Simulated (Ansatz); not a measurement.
# Stability checks on a candidate for NaCl

The cell was found from a structure generator's guess, not taken from experiment.

All numbers below come from Ansatz 0.2.0, DFT PBE, scalar-relativistic, plane waves, PAW. Cutoff 420 eV, Γ-centred 8×8×8 mesh (2-atom cell), Gaussian smearing of 0.02 eV, no spin polarisation.

```
CELL_PARAMETERS angstrom
-2.21934 2.21934 3.10433
2.21934 -2.21934 3.10433
2.21934 2.21934 -3.10433
ATOMIC_POSITIONS crystal
Na 0.00000 0.00000 0.00000
Cl 0.25000 0.75000 0.50000
```

Energies over the elements count from the elements' standard structures at the same level (Cl₂ as a molecule), with no fitted energy shifts.

**Question.** These tests were run: energy against the elements; phonons at Γ; elastic tensor. What do they show?

**Answer.**

```
                       test                        result
energy against the elements                −1.780 eV/atom
               phonons at Γ  lowest optical mode 185 cm⁻¹
             elastic tensor        least eigenvalue 1 GPa
```

It fails none of these tests. Whether a mixture of other phases lies lower isn't tested here. Phonons away from Γ weren't computed.

The run for the phonons used an 8×8×8 k mesh. The run for the elastic tensor used an 8×8×8 k mesh.
